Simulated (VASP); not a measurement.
# W (Im-3m) in VASP: notebook

Aim: see how the results for W move with the level of theory and the settings. Levels: PBEsol+D3(BJ)+U, BLYP+D3(BJ). Tasks: relaxation of the atoms, relaxation of cell and atoms.

Program: VASP 6.6.1. These are calculated values, not measurements. Logs are shortened: lines on timing, memory, paths and dates and some standing lists are left out, and cuts for length are marked.

## Step 1: Starting point

The structure is cubic, space group Im-3m (No. 229). Conventional cell: a = 3.165 Å, b = 3.165 Å, c = 3.165 Å, α = 90.00°, β = 90.00°, γ = 90.00°. Around W (site symmetry m-3m) lie 8 W at 2.74 Å.

## Step 2: Relaxation of the atoms, PBEsol+D3(BJ)+U (cell strained at random at fixed volume)

run.py

```python
from ase import Atoms
from ase.calculators.vasp import Vasp

atoms = Atoms(
    ['W'],
    cell=[[-1.506323, 1.598326, 1.551135], [1.559761, -1.579415, 1.585661], [1.564679, 1.637771, -1.532224]],
    scaled_positions=[[-0.013733, -0.001484, 0.025362]],
    pbc=True,
)
calc = Vasp(
    directory='calc',
    xc='pbesol',
    pp='PBE',
    setups='materialsproject',
    prec='Accurate',
    encut=520,
    ediff=1e-06,
    ismear=0,
    sigma=0.01,
    lreal=False,
    lasph=True,
    nelm=60,
    algo='Fast',
    isif=2,
    lwave=False,
    lcharg=False,
    lmaxmix=4,
    ldautype=2,
    ldauprint=1,
    ivdw=12,
    ibrion=2,
    nsw=40,
    ediffg=-0.01,
    ldau_luj={'W': {'L': 2, 'U': 5.3, 'J': 0}},
    kpts=[12, 12, 12],
    gamma=True,
)
atoms.calc = calc

print('energy (eV):', atoms.get_potential_energy())
print('free energy (eV):', atoms.get_potential_energy(force_consistent=True))
print('forces (eV/A):')
print(atoms.get_forces())
print('stress (eV/A^3, Voigt):', atoms.get_stress())
print('Fermi level (eV):', calc.get_fermi_level())
print('cell (A, degrees):', atoms.cell.cellpar())
print('volume (A^3):', atoms.get_volume())
print('scaled positions:')
print(atoms.get_scaled_positions())
```

Potentials or basis: VASP PAW PBE potentials, release 64 (W_sv).

Started as:

```sh
> python run.py
```

Standard output:

```text
energy (eV): -8.78646483
free energy (eV): -8.78647264
forces (eV/A):
[[ 0.  0. -0.]]
stress (eV/A^3, Voigt): [-0.06726024  0.00225281 -0.05818985  0.00540076  0.02880601  0.03722023]
Fermi level (eV): 11.63511053
cell (A, degrees): [  2.68880545   2.72795288   2.73463427 110.19897009 106.72418996
 109.21765478]
volume (A^3): 15.847596700852968
scaled positions:
[[0.986267 0.998516 0.025362]]
```

OUTCAR:

```text
ENCUT = 520.000000
   EDIFF = 1.00e-06
   EDIFFG = -1.00e-02
   GGA = PS
   PREC = Accurate
   IBRION = 2
   ISIF = 2
   ISMEAR = 0
   NELM = 60
   NSW = 40
   IVDW = 12
   LASPH = .TRUE.
   LREAL = .FALSE.
 IVDW          = 12

 ion  position               nearest neighbor table
   1  0.986  0.999  0.025-

  LATTYP: Found a triclinic cell.
 ALAT       =     6.8973541258
 B/A-ratio  =     0.6309633886
 C/A-ratio  =     0.4084704937
 COS(alpha) =     0.0071051337
 COS(beta)  =     0.2740400461
 COS(gamma) =     0.9452071874

  Lattice vectors:

 A1 = (   6.1954420000,   0.0978010000,  -3.0299220000)
 A2 = (   3.0710020000,   0.0394450000,  -3.0833590000)
 A3 = (   1.6181170000,   1.6566820000,   1.6045720000)

Analysis of symmetry for initial positions (statically):
=====================================================================
 Subroutine PRICEL returns:
 Original cell was already a primitive cell.

 Routine SETGRP: Setting up the symmetry group for a
 triclinic supercell.

 Subroutine GETGRP returns: Found  2 space group operations
 (whereof  1 operations were pure point group operations)
 out of a pool of  2 trial point group operations.

The static configuration has the point symmetry C_1 .
 The point group associated with its full space group is S_2 .

Analysis of symmetry for dynamics (positions and initial velocities):
=====================================================================
 Subroutine PRICEL returns:
 Original cell was already a primitive cell.

 Routine SETGRP: Setting up the symmetry group for a
 triclinic supercell.

 Subroutine GETGRP returns: Found  2 space group operations
 (whereof  1 operations were pure point group operations)
 out of a pool of  2 trial point group operations.

The dynamic configuration has the point symmetry C_1 .
 The point group associated with its full space group is S_2 .

 Subroutine INISYM returns: Found  2 space group operations
 (whereof  1 operations are pure point group operations),
 and found     1 'primitive' translations

----------------------------------------------------------------------------------------

                                     Primitive cell

  volume of cell :      15.8476

  direct lattice vectors                    reciprocal lattice vectors
    -1.506323000  1.598326000  1.551135000    -0.011164597  0.307362296  0.317133816
     1.559761000 -1.579415000  1.585661000     0.314836216 -0.007509284  0.313478400
     1.564679000  1.637771000 -1.532224000     0.314513878  0.303384646 -0.007187047

  length of vectors
     2.688805454  2.727952882  2.734634273     0.441780586  0.444350019  0.437050199

  position of ions in fractional coordinates (direct lattice)
     0.986267000  0.998516000  0.025362000

  ion indices of the primitive-cell ions
   primitive index   ion index
                 1           1

----------------------------------------------------------------------------------------

 KPOINTS: KPOINTS created by Atomic Simulation Env

Automatic generation of k-mesh.
 Grid dimensions read from file:
 generate k-points for:   12   12   12

 Generating k-lattice:

  Cartesian coordinates                     Fractional coordinates (reciprocal lattice)
    -0.000930383  0.025613525  0.026427818     0.083333333 -0.000000000  0.000000000
     0.026236351 -0.000625774  0.026123200     0.000000000  0.083333333  0.000000000
     0.026209490  0.025282054 -0.000598921    -0.000000000  0.000000000  0.083333333

  Length of vectors
     0.036815049  0.037029168  0.036420850

  Shift w.r.t. Gamma in fractional coordinates (k-lattice)
     0.000000000  0.000000000  0.000000000

[... 56 lines left out ...]
   ISIF   =      2    stress and relaxation
   ISYM   =      2    0-nonsym 1-usesym 2-fastsym
   POTIM  = 0.5000    time-step for ionic-motion
   TEBEG  =    0.0;   TEEND  =   0.0 temperature during run
   PSTRESS=    0.0 pullay stress
   NELECT =      14.0000    total number of electrons
   NUPDOWN=      -1.0000    fix difference up-down
   EMIN   =  10.00;   EMAX   =-10.00  energy-range for DOS
   EFERMI =   0.00;   METHOD = LEGACY
   ISMEAR =     0;   SIGMA  =   0.01  broadening in eV -4-tet -1-fermi 0-gaus
   EFERMI_NEDOS =   21; number of points for ismear=-14 and -15
   IALGO  =     68    algorithm
   IMIX   =      4    mixing-type and parameters
     AMIX     =   0.40;   BMIX     =  1.00
     AMIX_MAG =   1.60;   BMIX_MAG =  1.00
  volume/ion in A,a.u.               =      15.85       106.94
  Fermi-wavevector in a.u.,A,eV,Ry     =   1.570832  2.968442 33.572550  2.467513
  Thomas-Fermi vector in A             =   2.672506
   LORBIT       =      0    0 simple, 1 ext, 2 COOP (PROOUT), +10 PAW based schemes
 LDA+U is selected, type is set to LDAUTYPE =  2
   angular momentum for each species LDAUL =     2
   U (eV)           for each species LDAUU =   5.3
   J (eV)           for each species LDAUJ =   0.0
   GGA     = PS    functional components
   LHFCALC =     F    Hartree Fock is set to
   AEXX    =    0.0000 exact exchange contribution
   IVDW    =    12    specifies the selected vdW correction
   LEPSILON=     F    determine dielectric tensor
   LRPA    =     F    only Hartree local field effects (RPA)
 conjugate gradient relaxation of ions
 non-spin polarized calculation
 RMM-DIIS sequential band-by-band and
 Gauss-broadening in eV      SIGMA  =   0.01
  energy-cutoff  :      520.00
  volume of cell :       15.85
 maximum number of plane-waves:       439
   NGX =  9   NGY = 11   NGZ = 11

atom =   1  type =  1  l = 2

 onsite density matrix

spin component  1

  0.4053 -0.0170 -0.0031 -0.0075  0.0026
 -0.0170  0.4079  0.0021 -0.0189 -0.0019
 -0.0031  0.0021  0.2202  0.0030 -0.0061
 -0.0075 -0.0189  0.0030  0.3975  0.0045
  0.0026 -0.0019 -0.0061  0.0045  0.2150

spin component  2

  0.4053 -0.0170 -0.0031 -0.0075  0.0026
 -0.0170  0.4079  0.0021 -0.0189 -0.0019
 -0.0031  0.0021  0.2202  0.0030 -0.0061
 -0.0075 -0.0189  0.0030  0.3975  0.0045
  0.0026 -0.0019 -0.0061  0.0045  0.2150

 occupancies and eigenvectors

  o =  0.2109  v = -0.0037 -0.0008  0.5491 -0.0290  0.8353  0.0000  0.0000  0.0000  0.0000  0.0000      0.0000  0.0000  0.0000  0.0000  0.0000  0.0000  0.0000  0.0000  0.0000  0.0000
  o =  0.2109  v =  0.0000  0.0000  0.0000  0.0000  0.0000 -0.0037 -0.0008  0.5491 -0.0290  0.8353      0.0000  0.0000  0.0000  0.0000  0.0000  0.0000  0.0000  0.0000  0.0000  0.0000
  o =  0.2241  v = -0.0208  0.0134 -0.8354  0.0006  0.5491  0.0000  0.0000  0.0000  0.0000  0.0000      0.0000  0.0000  0.0000  0.0000  0.0000  0.0000  0.0000  0.0000  0.0000  0.0000
  o =  0.2241  v =  0.0000  0.0000  0.0000  0.0000  0.0000 -0.0208  0.0134 -0.8354  0.0006  0.5491      0.0000  0.0000  0.0000  0.0000  0.0000  0.0000  0.0000  0.0000  0.0000  0.0000
  o =  0.3741  v =  0.0000  0.0000  0.0000  0.0000  0.0000  0.4811  0.6008  0.0101  0.6381  0.0182      0.0000  0.0000  0.0000  0.0000  0.0000  0.0000  0.0000  0.0000  0.0000  0.0000
  o =  0.3741  v =  0.4811  0.6008  0.0101  0.6381  0.0182  0.0000  0.0000  0.0000  0.0000  0.0000      0.0000  0.0000  0.0000  0.0000  0.0000  0.0000  0.0000  0.0000  0.0000  0.0000
  o =  0.4094  v =  0.0000  0.0000  0.0000  0.0000  0.0000  0.7333  0.1232 -0.0208 -0.6683 -0.0061      0.0000  0.0000  0.0000  0.0000  0.0000  0.0000  0.0000  0.0000  0.0000  0.0000
  o =  0.4094  v =  0.7333  0.1232 -0.0208 -0.6683 -0.0061  0.0000  0.0000  0.0000  0.0000  0.0000      0.0000  0.0000  0.0000  0.0000  0.0000  0.0000  0.0000  0.0000  0.0000  0.0000
  o =  0.4274  v =  0.0000  0.0000  0.0000  0.0000  0.0000 -0.4800  0.7897  0.0103 -0.3813 -0.0214      0.0000  0.0000  0.0000  0.0000  0.0000  0.0000  0.0000  0.0000  0.0000  0.0000
  o =  0.4274  v = -0.4800  0.7897  0.0103 -0.3813 -0.0214  0.0000  0.0000  0.0000  0.0000  0.0000      0.0000  0.0000  0.0000  0.0000  0.0000  0.0000  0.0000  0.0000  0.0000  0.0000

 number of electron      14.0000001 magnetization

 Free energy of the ion-electron system (eV)
  ---------------------------------------------------
  ext. energy  EPLUGINS =         0.00000000
  ---------------------------------------------------
  free energy    TOTEN  =        -8.04267580 eV

  energy without entropy =       -8.04266017  energy(sigma->0) =       -8.04266799

 E-fermi :  11.6351     XC(G=0): -13.7813

 val. band max:       11.6276056773   @ k =  -0.2500  -0.2500   0.1667
 cond. band min:      11.6374096080   @ k =   0.0000  -0.0833   0.1667
 fundamental gap:      0.0098039307
 Fermi energy:        11.6351105285

 k-point     1 :       0.0000    0.0000    0.0000
  band No.  band energies     occupation
      1     -63.0465      2.00000
      2     -26.6773      2.00000
      3     -26.5656      2.00000
      4     -26.5047      2.00000
      5       1.6382      2.00000
      6       9.8415      2.00000
      7      10.3368      2.00000
      8      11.0920      2.00000
      9      14.4320      0.00000
     10      15.1047      0.00000
     11      25.3157      0.00000
[... 309 lines left out ...]
 k-point    24 :       0.3333    0.1667    0.0000
  band No.  band energies     occupation
      1     -62.9176      2.00000
      2     -27.6786      2.00000
      3     -27.0669      2.00000
      4     -26.6812      2.00000
      5       6.1928      2.00000
      6       8.4683      2.00000
      7      10.0384      2.00000
      8      13.8939      0.00000
      9      15.8753      0.00000
     10      18.0715      0.00000
     11      21.9032      0.00000

 [... further k-points ...]

------------------------ aborting loop because EDIFF is reached ----------------------------------------

 Edisp (eV)   -0.74380

 E8    (eV) :    -0.5453

  FORCE on cell =-STRESS in cart. coord.  units (eV):
  Direction    XX          YY          ZZ          XY          YZ          ZX
  --------------------------------------------------------------------------------------
  -------------------------------------------------------------------------------------
  Total       1.06591    -0.03570     0.92217    -0.58985    -0.08559    -0.45651
  in kB     107.76278    -3.60939    93.23041   -59.63337    -8.65299   -46.15231
  external pressure =       65.79 kB  Pullay stress =        0.00 kB

 VOLUME and BASIS-vectors are now :
 -----------------------------------------------------------------------------
  energy-cutoff  :      520.00
  volume of cell :       15.85
      direct lattice vectors                 reciprocal lattice vectors
    -1.506323000  1.598326000  1.551135000    -0.011164597  0.307362296  0.317133816
     1.559761000 -1.579415000  1.585661000     0.314836216 -0.007509284  0.313478400
     1.564679000  1.637771000 -1.532224000     0.314513878  0.303384646 -0.007187047

 POSITION                                       TOTAL-FORCE (eV/Angst)
 -----------------------------------------------------------------------------------
      0.11149      0.04084      3.07428         0.000000      0.000000     -0.000000
 -----------------------------------------------------------------------------------
    total drift:                               -0.000003      0.000003     -0.000003

  FREE ENERGIE OF THE ION-ELECTRON SYSTEM (eV)
  ---------------------------------------------------
  free  energy   TOTEN  =        -8.7864726430 eV

  energy  without entropy=       -8.7864570179  energy(sigma->0) =       -8.78646483

 reached required accuracy - stopping structural energy minimisation
```

INCAR:

```text
ENCUT = 520.000000
SIGMA = 0.010000
EDIFF = 1.00e-06
EDIFFG = -1.00e-02
ALGO = Fast
GGA = PS
PREC = Accurate
IBRION = 2
ISIF = 2
ISMEAR = 0
LDAUPRINT = 1
LDAUTYPE = 2
LMAXMIX = 4
NELM = 60
NSW = 40
IVDW = 12
LASPH = .TRUE.
LCHARG = .FALSE.
LWAVE = .FALSE.
LREAL = .FALSE.
LDAU = .TRUE.
LDAUL = 2
LDAUU = 5.300
LDAUJ = 0.000
```

Run time: 93 s. Hardware: 1 thread of Intel Xeon Platinum 8559C (Emerald Rapids), shared host; peak memory 0.26 GiB.

Results:

```
Free energy                : -8.7865 eV
Pressure after relaxing    : 6.6 GPa
Band gap on the k mesh     : none (metal or under the smearing width)
Dispersion energy per atom : -0.744 eV
```

Final structure:
```cif
data_structure
_symmetry_space_group_name_H-M 'P 1'
_symmetry_Int_Tables_number 1
_cell_length_a 2.6888
_cell_length_b 2.7280
_cell_length_c 2.7346
_cell_angle_alpha 110.199
_cell_angle_beta 106.724
_cell_angle_gamma 109.218
_cell_volume 15.85
loop_
_atom_site_label
_atom_site_type_symbol
_atom_site_fract_x
_atom_site_fract_y
_atom_site_fract_z
_atom_site_occupancy
W1 W 0.98627 0.99852 0.02536 1
```

Eigenvalues of the final occupation matrices:
| site | spin | trace | eigenvalues |
| --- | --- | --- | --- |
| site 1 d | 1 | 1.65 | 0.21 0.22 0.37 0.41 0.43 |
| site 1 d | 2 | 1.65 | 0.21 0.22 0.37 0.41 0.43 |

Caveat: the relaxation stopped at its first step, so nothing moved; the PAW data sets were made with another functional, which shifts forces and pressure a little; U without spin polarisation on a metal has little footing; pairwise dispersion overbinds metals, which lowers pressure and volume; the U is typed as a test and isn't derived for this compound. The run has no spin-orbit coupling, so splittings on W are missing.

(Part 1 of 2 ends here.)
